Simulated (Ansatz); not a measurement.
## Ir under pressure: fit and missing row

Ir, Fm-3m, a = 3.844 Å. Ansatz: r2SCAN, PAW, 500 eV, Γ-centred 18×18×18 mesh on 1 atom, Gaussian smearing 0.10 eV; no spin polarisation. Cell and atoms are relaxed at each pressure, and no other structure is tried, so the rows at high pressure may lie past a change of phase.

| V (Å³/atom) | P (GPa) |
| --- | --- |
| 12.103 | 89.93 |
| 12.819 | 49.98 |
| 13.411 | 25.00 |
| 13.789 | 12.00 |
| 14.055 | 4.03 |
| 14.167 | 0.93 |
| 14.202 | 0.00 |
| ? | -1.08 |

Question: Take V0 = 14.202 Å³/atom, fit the third-order Birch–Murnaghan form to the other rows, and predict the missing volume.

Answer: With the Eulerian strain f = ½[(V0/V)^(2/3) − 1] and y = P/[3f(1 + 2f)^(5/2)], the form is the line y = B0 + 1.5 B0 (B0′ − 4) f. Rows (f, y): 0.05626, 408.1; 0.03534, 397.4; 0.01947, 389.0; 0.00993, 383.5; 0.00348, 379.4; 0.00082, 376.5. Means f = 0.02088, y = 388.98; Σ(Δf)² = 0.002288, ΣΔfΔy = 1.275; the slope is their ratio. y = 377.3 + 557.4 f GPa, so B0 = 377.3 GPa and B0′ = 4 + 2 × (557.4)/(3 × 377.3) = 4.98. P = -1.08 GPa is met at f = -0.00096 (y = 376.76), so V = V0 (1 + 2f)^(−3/2) = 14.243 Å³/atom. The run gave 14.243 Å³/atom, the same to the digits shown.

The mesh isn't the same in all rows (18×18×18, 20×20×20). Spin–orbit coupling is left out, which can shift energies with elements as heavy as these.